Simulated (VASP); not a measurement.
## TlBr in VASP 6.6.1, single-point calculation

INCAR

```
LASPH = .TRUE.
LWAVE = .FALSE.
NBANDS = 17
LREAL = .FALSE.
ISIF = 2
NELM = 120
PREC = Accurate
IVDW = 20
SIGMA = 0.02
ISMEAR = -1
NSW = 0
IBRION = -1
LCHARG = .FALSE.
GGA = PE
ENCUT = 200
EDIFF = 1E-7
```

KPOINTS

```
KPOINTS created by Atomic Simulation Environment
0
Gamma
6 6 6
0 0 0
```

POSCAR

```
Tl Br
 1.0000000000000000
     4.0500361248000001    0.0000000000000000    0.0000000000000000
     0.0000000000000000    4.0500361248000001    0.0000000000000000
     0.0000000000000000    0.0000000000000000    4.0500361248000001
 Tl  Br
   1   1
Cartesian
  0.0000000000000000  0.0000000000000000  0.0000000000000000
  2.0250180623999996  2.0250180623999996  2.0250180623999996
```

The recommended PBE PAW datasets give the neutral cell 20 valence electrons.

Command

```
mpirun -np 1 vasp_std
```

Question: How does this run end, and what does it give?

Answer: It converged. Results: gap between bands v and c on the k mesh 2.00 eV; least direct gap on the k mesh 2.00 eV; pressure -10.1 GPa. Band v is the last that the valence electrons fill when counted band by band, and c is the next.

OSZICAR

```
N       E                     dE             d eps       ncg     rms          rms(c)
DAV:   1     0.463235989905E+02    0.46324E+02   -0.61214E+03   776   0.469E+02
DAV:   2    -0.453876774204E+01   -0.50862E+02   -0.49624E+02   883   0.135E+02
DAV:   3    -0.575238218423E+01   -0.12136E+01   -0.12117E+01   761   0.191E+01
DAV:   4    -0.575693430685E+01   -0.45521E-02   -0.45519E-02   870   0.138E+00
DAV:   5    -0.575695760201E+01   -0.23295E-04   -0.23295E-04   784   0.898E-02    0.282E+00
DAV:   6    -0.547778396336E+01    0.27917E+00   -0.45256E-01   698   0.357E+00    0.153E+00
DAV:   7    -0.545491635642E+01    0.22868E-01   -0.14767E-01   716   0.179E+00    0.851E-01
DAV:   8    -0.545759394437E+01   -0.26776E-02   -0.19125E-02   750   0.790E-01    0.164E-01
DAV:   9    -0.545725531118E+01    0.33863E-03   -0.14333E-03   787   0.178E-01    0.866E-02
DAV:  10    -0.545740466121E+01   -0.14935E-03   -0.38268E-04   719   0.854E-02    0.400E-02
DAV:  11    -0.545739845081E+01    0.62104E-05   -0.39612E-05   785   0.299E-02    0.663E-03
DAV:  12    -0.545739855217E+01   -0.10136E-06   -0.26809E-06   767   0.101E-02    0.185E-03
DAV:  13    -0.545739856575E+01   -0.13577E-07   -0.25643E-07   777   0.297E-03
   1 F= -.59981394E+01 E0= -.59981394E+01  d E =-.155591E-11
```

Standard output (part)

```
POSCAR found type information on POSCAR TlBr
 POSCAR found :  2 types and       2 ions
 LDA part: xc-table for (Slater+PW92), standard interpolation
 POSCAR, INCAR and KPOINTS ok, starting setup
 WAVECAR not read
 entering main loop
 augmentation electrons   23.0561343635010
 total        electrons   23.0561343635010
 augmentation electrons   17312.0972539788
 total        electrons   17312.0972539788
 augmentation electrons   6.73014038003375
 soft         electrons   16.3259969513123
 total        electrons   23.0561373313460
 translations:           2           2           2
```

For comparison, a separate PBE run of the intended cell, on usual settings and not on those above, gives a gap of 1.99 eV on its mesh and a pressure of 0.0 GPa.
